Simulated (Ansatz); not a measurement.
**HCOOH on Cu (100)**

The task, for Cu: prepare the clean (100) slab, then adsorb HCOOH from several starts and take the binding apart.

Method: DFT PBE+D3(BJ), scalar-relativistic, plane waves, PAW, in Ansatz 0.2.0.

1 further run of the same task is left out (set aside as unsound or not needed).

## Step 1: The structure to begin with

Symmetry: Fm-3m, No. 225, cubic system. Conventional cell: a = 3.563 Å, b = 3.563 Å, c = 3.563 Å, α = 90.00°, β = 90.00°, γ = 90.00°. Cu (site symmetry m-3m) has 12 Cu at 2.52 Å as nearest neighbours.

Structure file:

```
Cu
1.0
     0.00000    1.78169    1.78169
     1.78169    0.00000    1.78169
     1.78169    1.78169    0.00000
Cu
1
Direct
  0.00000 0.00000 0.00000
```

This cell was relaxed beforehand with the same method: volume 11.31 Å³/atom, gap on the mesh none (metal).

## Step 2: The slab

Miller indices refer to the conventional cell of the relaxed bulk, Fm-3m (No. 225): a = 3.563 Å, b = 3.563 Å, c = 3.563 Å, α = 90.00°, β = 90.00°, γ = 90.00°.

A (100) slab, 5.3 Å thick as cut, with 16 Å of vacuum, in a 2×2 surface cell; its outer planes are Cu (top) and Cu (bottom).

The slab as cut. Its planes from the bottom up:

| plane | atoms per cell | height over the lowest (Å) |
| --- | --- | --- |
| 1 | Cu4 | 0.00 |
| 2 | Cu4 | 1.78 |
| 3 | Cu4 | 3.56 |
| 4 | Cu4 | 5.35 |

## Step 3: The clean surface, relaxed

File input.yaml:

```yaml
crystal:
  lattice:
    - [5.0393684365, 0.0, 0.0]
    - [0.0, 5.0393684365, 0.0]
    - [0.0, 0.0, 21.3450573915]
  atoms:
    - { symbol: Cu, position: [0.25, 0.25, 0.3747940262] }
    - { symbol: Cu, position: [0.25, 0.75, 0.3747940262] }
    - { symbol: Cu, position: [0.75, 0.25, 0.3747940262] }
    - { symbol: Cu, position: [0.75, 0.75, 0.3747940262] }
    - { symbol: Cu, position: [0.5, 0.5, 0.4582646754] }
    - { symbol: Cu, position: [0.5, 0.0, 0.4582646754] }
    - { symbol: Cu, position: [0.0, 0.5, 0.4582646754] }
    - { symbol: Cu, position: [0.0, 0.0, 0.4582646754] }
    - { symbol: Cu, position: [0.75, 0.75, 0.5417353246] }
    - { symbol: Cu, position: [0.75, 0.25, 0.5417353246] }
    - { symbol: Cu, position: [0.25, 0.75, 0.5417353246] }
    - { symbol: Cu, position: [0.25, 0.25, 0.5417353246] }
    - { symbol: Cu, position: [0.0, 0.0, 0.6252059738] }
    - { symbol: Cu, position: [0.0, 0.5, 0.6252059738] }
    - { symbol: Cu, position: [0.5, 0.0, 0.6252059738] }
    - { symbol: Cu, position: [0.5, 0.5, 0.6252059738] }
basis:
  ecutwfc: 420
kpoints:
  mp_grid: { grid: [4, 4, 1] }
hamiltonian:
  xc: pbe
  dispersion: d3bj
scf:
  occupations: { method: gaussian, width: 0.1 }
output:
  forces: true
  eigenvalues: true
  write_density: true
  write_potential: true
  elf: true
  volumetric_format: npy
relax:
  adjacent_minimum: "off"
  f_tol: 0.03
  max_steps: 70
  constraints: [{ sites: [0, 1, 2, 3, 4, 5, 6, 7] }]
efield:
  axis: 3
  dipole_correction: true
  ramp_width: 0.04
```

Run with:

```bash
> ansatz run input.yaml --threads 8 --pin off --max-ram 20480MiB --backend cpu --events-out ev --progress --plain --runs-dir out
```

Further runs follow: HCOOH, inverted, over a top (Cu) site; HCOOH, flat, over a top (Cu) site; the lowest end once more, with its density; the slab alone, frozen as in the lowest end; the molecules alone, frozen as adsorbed.

**Question.** What will these runs give? Wanted: clean slab: work function; HCOOH: lowest end; interaction of the frozen parts; electrons moved above the midplane.

The runs gave:

```
                                    quantity                                   value
                   clean slab: work function                                 4.52 eV
                           HCOOH: lowest end  E_ads -0.67 eV, flat start over top Cu
             interaction of the frozen parts                         -0.69 eV a cell
                  cost of deforming the slab                                 0.04 eV
cost of deforming and crowding the molecules                                -0.02 eV
          electrons moved above the midplane                                  -0.043
```

In words: HCOOH binds with 0.67 eV a molecule at best. In all 0.31 electrons are rearranged, and 0.04 cross the midplane towards the slab. The final runs have no spin polarisation, so no magnetic state was tried and one may lie lower.
